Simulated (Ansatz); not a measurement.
# NaI: the cost of one run

Method: DFT PBE, scalar-relativistic, plane waves, PAW, in Ansatz 0.2.0.

## 1. Starting point

Symmetry: P6_3mc, No. 186, hexagonal system. The conventional cell has a = 5.151 Å, b = 5.151 Å, c = 7.973 Å, α = 90.00°, β = 90.00°, γ = 120.00°. Around Na (site symmetry 3m) lie 4 I at 3.10 to 3.11 Å. Around I (site symmetry 3m) lie 4 Na at 3.10 to 3.11 Å.

As a file:

```cif
data_structure
_symmetry_space_group_name_H-M 'P6_3mc'
_symmetry_Int_Tables_number 186
_cell_length_a 5.1508
_cell_length_b 5.1508
_cell_length_c 7.9732
_cell_angle_alpha 90.000
_cell_angle_beta 90.000
_cell_angle_gamma 120.000
_cell_volume 183.19
loop_
_atom_site_label
_atom_site_type_symbol
_atom_site_symmetry_multiplicity
_atom_site_Wyckoff_symbol
_atom_site_fract_x
_atom_site_fract_y
_atom_site_fract_z
_atom_site_occupancy
Na1 Na 2 b 0.33333 0.66667 0.38161 1
I1 I 2 b 0.33333 0.66667 0.99153 1
```

It is the end of an earlier relaxation with the same method, from a generated guess; it is a trial structure. At a tolerance of 0.02 Å it has space group P6_3mc (No. 186); it has 45.80 Å³/atom, an uncorrected energy of -1.24 eV/atom over the elements.

## 2. Electronic structure at the relaxed geometry

input.yaml reads:

```yaml
crystal:
  lattice:
    - [5.1507519752, 0.0, 0.0]
    - [-2.5753759876, 4.4606820591, 0.0]
    - [0.0, 0.0, 7.9732331536]
  atoms:
    - { symbol: Na, position: [0.3333333333, 0.6666666667, 0.3816083214] }
    - { symbol: Na, position: [0.6666666667, 0.3333333333, 0.8816083214] }
    - { symbol: I, position: [0.3333333333, 0.6666666667, -0.0084733914] }
    - { symbol: I, position: [0.6666666667, 0.3333333333, 0.4915266086] }
basis:
  ecutwfc: 420
kpoints:
  mp_grid: { grid: [6, 6, 4] }
  band_path:
    path:
      - [[0.0, 0.0, 0.0], [0.5, 0.0, 0.0], [0.33333333, 0.33333333, 0.0], [0.0, 0.0, 0.0], [0.0, 0.0, 0.5], [0.5, 0.0, 0.5], [0.33333333, 0.33333333, 0.5], [0.0, 0.0, 0.5]]
      - [[0.5, 0.0, 0.5], [0.5, 0.0, 0.0]]
      - [[0.33333333, 0.33333333, 0.5], [0.33333333, 0.33333333, 0.0]]
    npoints: 14
hamiltonian:
  xc: pbe
scf:
  occupations: { method: gaussian, width: 0.02 }
  n_extra_bands: 10
output:
  forces: true
  stress: true
  eigenvalues: true
  populations: true
  dos: { projected: true, de: 0.02, nscf_kmesh: { grid: [9, 9, 6] } }
  bader: true
  write_density: true
  write_potential: true
  elf: true
  volumetric_format: npy
```

Launch:

```console
> ansatz run input.yaml --threads 1 --pin off --max-ram 2048MiB --backend cpu --events-out ev --progress --plain --runs-dir out
```

**Question.** How long does this run take on 1 thread of Arm Neoverse V2, shared host, and how much memory does it need?

About 74 s, with a peak of 0.67 GiB.
